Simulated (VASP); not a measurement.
Au: single point with PBE

The system is Au, a sheet with vacuum.

```
Au
1.0
     2.66227    0.00000    0.00000
     0.00000    2.66170    0.00000
     0.00000    0.00000   23.80000
Au
1
Direct
  0.00000 0.50000 0.29412
```

The cell was built by a generator and needn't be a form met in nature.

* Program: VASP 6.6.1
* Task: single point
* Functional: PBE
* Potentials or basis: VASP PAW PBE potentials, release 64 (Au)
* Cutoff: 600 eV
* k mesh: 10 × 10 × 1
* Occupations: fermi-dirac, width 0.05 eV
* Spin: no spin polarisation

| Item | Value |
| --- | --- |
| Band gap on the k mesh | none (metal or under the smearing width) |

Levels at points of the mesh, in eV from the Fermi level:
| k point | band 3 | band 4 | band 5 | band 6 | band 7 | band 8 |
| --- | --- | --- | --- | --- | --- | --- |
| (0.00, 0.00, 0.00) | -2.61 | -1.29 | -1.29 | -0.67 | 1.89 | 5.49 |
| (0.50, 0.00, 0.00) | -2.30 | -1.80 | -1.06 | 1.79 | 3.95 | 6.83 |
| (0.00, 0.50, 0.00) | -2.30 | -1.80 | -1.06 | 1.79 | 3.96 | 6.83 |
| (0.50, 0.50, 0.00) | -3.22 | -1.41 | 0.63 | 6.70 | 6.70 | 9.38 |

Wall time 69 s on 1 thread of Intel(R) Xeon(R) Platinum 8259CL CPU @ 2.50GHz (Skylake/Cascade Lake) (shared host), peak memory 0.35 GiB.

The run has no spin-orbit coupling, so splittings on Au are missing.
